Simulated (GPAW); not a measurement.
# BAs (F-43m) in GPAW: a run that goes wrong, beside a sound one

A flawed run on BAs and a sound one for comparison.

Program: GPAW 26.7.0. These are calculated values, not measurements. Logs are shortened: lines on timing, memory, paths and dates and some standing lists are left out, and cuts for length are marked. The log counts tension as positive stress, the text compression.

**1. The structure**

It takes space group F-43m (No. 216, cubic). Conventional cell: a = 4.777 Å, b = 4.777 Å, c = 4.777 Å, α = 90.00°, β = 90.00°, γ = 90.00°. As (site symmetry -43m) is surrounded by 4 B at 2.07 Å. B (site symmetry -43m) has 4 As at 2.07 Å as nearest neighbours.

**2. A run with an altered input**

run.py

```python
import json
import numpy as np
from ase import Atoms
from ase.dft.bandgap import bandgap
from ase.io import write
from gpaw import GPAW, PW
from gpaw.response.g0w0 import G0W0

atoms = Atoms(['As', 'B'],
              cell=[[0.0, 2.3885, 2.3885],
                    [2.3885, 0.0, 2.3885],
                    [2.3885, 2.3885, 0.0]],
              scaled_positions=[[0.75, 0.75, 0.75],
                                [0.0, 0.0, 0.0]],
              pbc=True)

calc = GPAW(mode=PW(600),
            xc='LDA',
            kpts={'size': (5, 5, 5), 'gamma': True},
            occupations={'name': 'fermi-dirac', 'width': 0.001},
            nbands=11,
            convergence={'density': 1e-06},
            maxiter=80,
            txt='gpaw.txt')
atoms.calc = calc
energy = atoms.get_potential_energy()
calc.write('gs.gpw')
write('result.traj', atoms)
print(f'Energy: {energy:.6f} eV')
print('Fermi level:', round(calc.get_fermi_level(), 4), 'eV')
print(f'Gap: {bandgap(calc)[0]:.4f} eV, direct: {bandgap(calc, direct=True)[0]:.4f} eV')

calc.diagonalize_full_hamiltonian(nbands=14)
calc.write('full.gpw', mode='all')

ibz = calc.get_ibz_k_points()
gap, vbm, cbm = bandgap(calc, output=None)
gap, direct, _ = bandgap(calc, direct=True, output=None)
gamma = int(np.abs(ibz).sum(1).argmin())
kpts = sorted({gamma, vbm[1], cbm[1], direct[1]})
gw = G0W0(calc='full.gpw',
          filename='gw',
          ecut=200,
          ecut_extrapolation=False,
          relbands=(-4, 4),
          kpts=kpts,
          integrate_gamma='WS',
          nbands=10,
          ppa=True,
          xc='rALDA',
          fxc_mode='GWS',
          do_GW_too=True)
gw.calculate()
results = {mode: {key: np.asarray(r[key]).tolist() for key in ['f', 'eps', 'vxc', 'exx', 'sigma', 'Z', 'qp', 'sigma_eskn']}
           for mode, r in gw.all_results.items()}
json.dump({'kpts': ibz[kpts].tolist(), 'results': results}, open('gw.json', 'w'))
for mode, r in results.items():
    f, qp = np.array(r['f']), np.array(r['qp'])
    print(mode, 'quasiparticle energies (eV):')
    print(qp.round(3))
    print(mode, 'gap:', round(qp[f < 0.5].min() - qp[f > 0.5].max(), 4), 'eV')
```

Potentials or basis: the program's PAW data sets (release 1.2.1) made for this functional, pw.

On the command line:

```
$ OMP_NUM_THREADS=1 python run.py
```

gpaw.txt:

```text
__  _  _
 | _ |_)|_||  |
 |__||  | ||/\| - 26.7.0

Input parameters:
  mode=PW(ecut=600.0),
  convergence={'density': 1e-06},
  kpts=MonkhorstPack(size=(5, 5, 5), gamma=True),
  maxiter=80,
  nbands=11,
  occupations=Occupations(name='fermi-dirac', width=0.001),
  xc=XC(name='LDA')

Diagonalizing LCAO Hamiltonian
Converting LCAO to pw mode

                   As

       B

Atoms  # Å, Bohr magnetons
|   | symbol |        x |        y |        z |    initial magnetic moments |
[... 176 lines left out ...]

Converged in 10 steps
Energy contributions relative to reference atoms: (reference = -62082.522108)

Energy contributions:
  Kinetic:          20.680831
  Coulomb:         -18.306060
  Zero:             -0.001057
  External:          0.000000
  Xc:              -15.237691
  Entropy:          -0.000000
  Spinorbit:         0.000000
  ----------------------------
  Free energy:     -12.863977
  Extrapolated:    -12.863977

dipole moment: (-3.252840, -3.252840, -3.252840)  # |e|*Ang

Fermi level: 8.379
Eigenvalues  # (at kpt = [0.000, 0.000, 0.000])
| band index |      eig [eV] | occ [0-2] |
|------------|---------------|-----------|
|          0 |        -7.678 |     2.000 |
|          1 |         7.708 |     2.000 |
|          2 |         7.708 |     2.000 |
|          3 |         7.708 |     2.000 |
|          4 |        10.972 |     0.000 |
|          5 |        10.972 |     0.000 |
|          6 |        10.972 |     0.000 |
|          7 |        12.418 |     0.000 |
|          8 |        17.124 |     0.000 |
|          9 |        20.884 |     0.000 |
|         10 |        20.957 |     0.000 |

Gap: 1.122 eV
Transition (v -> c):
  (s=0, k=0, n=3, [0.00, 0.00, 0.00]) -> (s=0, k=7, n=4, [0.40, 0.40, 0.00])
Direct/indirect transitions are different
Direct gap: 3.264 eV
Transition at: (s=0, k=0, n=3, [0.00, 0.00, 0.00])
```

It took 2.5 min on 1 thread of Arm Neoverse V2, shared host.

The calculation hadn't finished when its time ran out. The fault, put in on purpose: far too few empty bands in the response.

**3. G0W0 quasiparticle levels, LDA**

run.py, as its differences from that of step 2:

```diff
@@ -16,5 +16,5 @@
 
-calc = GPAW(mode=PW(600),
+calc = GPAW(mode=PW(650),
             xc='LDA',
-            kpts={'size': (5, 5, 5), 'gamma': True},
+            kpts={'size': (6, 6, 6), 'gamma': True},
             occupations={'name': 'fermi-dirac', 'width': 0.001},
@@ -22,3 +22,3 @@
             convergence={'density': 1e-06},
-            maxiter=80,
+            maxiter=150,
             txt='gpaw.txt')
@@ -32,3 +32,3 @@
 
-calc.diagonalize_full_hamiltonian(nbands=14)
+calc.diagonalize_full_hamiltonian(nbands=248)
 calc.write('full.gpw', mode='all')
@@ -42,12 +42,8 @@
           filename='gw',
-          ecut=200,
-          ecut_extrapolation=False,
-          relbands=(-4, 4),
+          ecut=250,
+          ecut_extrapolation=True,
+          relbands=(-2, 2),
           kpts=kpts,
           integrate_gamma='WS',
-          nbands=10,
-          ppa=True,
-          xc='rALDA',
-          fxc_mode='GWS',
-          do_GW_too=True)
+          ppa=True)
 gw.calculate()
```

Potentials or basis: the program's PAW data sets (release 1.2.1) made for this functional, pw.

On the command line:

```
$ OMP_NUM_THREADS=1 python run.py
```

It took 27 min on 1 thread of Arm Neoverse V2, shared host; peak memory 0.43 GiB.

Results (log left out):

* Free energy: -12.9035 eV
* Band gap on the k mesh, mean-field level: 1.23 eV, indirect (least direct gap 3.27 eV)
* Quasiparticle gap: 1.93 eV
* Least direct quasiparticle gap: 4.17 eV

Levels at points of the mesh, in eV from the valence-band top:
```tsv
k point	band 1	band 2	band 3	band 4	band 5	band 6	band 7
(0.00, 0.00, 0.00)	-15.38	0.00	0.00	0.00	3.27	3.27	3.27
(0.50, 0.50, 0.00)	-11.26	-8.42	-4.07	-4.07	1.34	1.42	11.28
(0.50, 0.50, 0.50)	-12.54	-8.75	-1.81	-1.81	2.70	4.77	4.77
```

Caveat: the k mesh is coarse; the quasiparticle gap is taken among the few k points that were corrected; the long-wavelength limit can be off by a per cent or two. A k mesh can miss the band edges.
